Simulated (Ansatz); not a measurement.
# Ge: the cost of one run

Computed with Ansatz 0.2.0 (DFT r2SCAN, scalar-relativistic, plane waves, PAW).

3 further runs of the same task are left out: 3 that didn't finish.

## 1. The starting structure

It takes space group Fm-3m (No. 225, cubic). The conventional cell has a = 4.197 Å, b = 4.197 Å, c = 4.197 Å, α = 90.00°, β = 90.00°, γ = 90.00°. Ge (site symmetry m-3m) is surrounded by 12 Ge at 2.97 Å.

As a file:

```xyz
1
Lattice="0.0000 2.0984 2.0984 2.0984 0.0000 2.0984 2.0984 2.0984 0.0000" Properties=species:S:1:pos:R:3 pbc="T T T"
Ge    0.0000    0.0000    0.0000
```

The structure comes from the Materials Project (structure only).

## 2. Another functional, on a distorted cell: r2SCAN

What differs from the listed cell: strain xx, yy, zz, yz, xz, xy = +1.8, +1.8, +1.8, +0.0, +0.0, +0.0 %.

Contents of input.yaml:

```yaml
crystal:
  lattice:
    - [0.0, 2.1356274079, 2.1356274079]
    - [2.1356274079, 0.0, 2.1356274079]
    - [2.1356274079, 2.1356274079, 0.0]
  atoms:
    - { symbol: Ge, position: [0.0, 0.0, 0.0] }
basis:
  ecutwfc: 500
kpoints:
  mp_grid: { grid: [18, 18, 18] }
hamiltonian:
  xc: r2scan
scf:
  occupations: { method: gaussian, width: 0.1 }
output:
  forces: true
  stress: true
  eigenvalues: true
```

The run is started by

```bash
> ansatz run input.yaml --threads 1 --pin off --max-ram 1331MiB --backend cpu --events-out ev --progress --plain --runs-dir out
```

**Question.** How long does this run take on 1 thread of an x86-64 CPU, shared host, and how much memory does it need?

About 9.5 s, with a peak of 0.41 GiB.
